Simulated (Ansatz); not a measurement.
Level of theory: DFT, PBE, plane waves (420 eV) with PAW, scalar-relativistic (Ansatz).

An element in the bcc structure gives this curve. The cell is scaled uniformly from the relaxed one, with fractional coordinates and shape fixed. Energies are extrapolated to zero smearing, pressures are those at the given smearing. Magnetic state: spin not included.

```json
{"V (Å³/atom)": "10.562", "E − E₀ (meV/atom)": "97.2", "P (GPa)": "24.55"}
{"V (Å³/atom)": "11.042", "E − E₀ (meV/atom)": "39.6", "P (GPa)": "14.35"}
{"V (Å³/atom)": "11.522", "E − E₀ (meV/atom)": "9.2", "P (GPa)": "6.36"}
{"V (Å³/atom)": "12.003", "E − E₀ (meV/atom)": "0.0", "P (GPa)": "0.08"}
{"V (Å³/atom)": "12.483", "E − E₀ (meV/atom)": "7.5", "P (GPa)": "-4.85"}
{"V (Å³/atom)": "12.963", "E − E₀ (meV/atom)": "28.1", "P (GPa)": "-8.71"}
{"V (Å³/atom)": "13.443", "E − E₀ (meV/atom)": "59.0", "P (GPa)": "-11.72"}
```

Question: Which element is it?
A. iron
B. phosphorus
C. copper
D. silicon

Answer: C. Its fit is V₀ = 12.01 Å³/atom, B₀ = 138 GPa, B₀′ = 5.0.
